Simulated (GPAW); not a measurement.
Mg in GPAW: convergence with bands over the usual count

Input of the first run (bands over the usual count 0.72); the others differ in this setting and in those tied to it:

The input run.py:

```python
from ase.dft.bandgap import bandgap
from ase.io import read, write
from ase.units import GPa
from gpaw import GPAW, PW

atoms = read('POSCAR')

calc = GPAW(mode=PW(800),
            xc='PBE',
            kpts={'size': (6, 6, 3), 'gamma': True},
            occupations={'name': 'fermi-dirac', 'width': 0.05},
            nbands=14,
            convergence={'density': 1e-05, 'energy': 1e-05},
            maxiter=100,
            txt='gpaw.txt')
atoms.calc = calc
energy = atoms.get_potential_energy()
forces = atoms.get_forces()
stress = atoms.get_stress()
calc.write('gs.gpw')
write('result.traj', atoms)
print(f'Energy: {energy:.6f} eV')
print('Forces (eV/A):')
print(forces.round(4))
print('Stress (GPa):', (stress / GPa).round(3))
print('Fermi level:', round(calc.get_fermi_level(), 4), 'eV')
print(f'Gap: {bandgap(calc)[0]:.4f} eV, direct: {bandgap(calc, direct=True)[0]:.4f} eV')
```

File POSCAR:

```
Mg
1.0
    3.2093000000      0.0000000000      0.0000000000
   -1.6046500000      2.7793353284      0.0000000000
    0.0000000000      0.0000000000      5.2103000000
Mg
2
Direct
    0.6666666667      0.3333333333      0.7500000000
    0.3333333333      0.6666666667      0.2500000000
```

Potentials or basis: GPAW PAW data sets (gpaw-data 1.2.1), pw.

Command:

```bash
$ OMP_NUM_THREADS=1 python run.py
```

Hardware: 1 thread of Arm Neoverse V2, on a shared host.

```
bands over the usual count  energy less the tightest run, at zero smearing (meV/atom)  SCF cycles  CPU time (s)  peak memory (GiB)
                      0.72                                                       0.00           9           8.8               0.15
                       0.8                                                       0.00           8           8.8               0.15
                       0.9                                                       0.00           8           9.5               0.15
                         1                                                       0.00           9            11               0.16
                       1.3                                                       0.00           8            13               0.16
                       1.7                                                       0.00           9            18               0.17
                       2.5                                                       0.00           9            28               0.18
```

Against the tightest run, the energy stays within 1 meV/atom from 0.72 on. The tightest run that finished is the yardstick and may itself not be fully converged.

Caveat, for the tightest run too: the k mesh is coarse (spacing up to 0.40 Å⁻¹), so the values aren't converged.
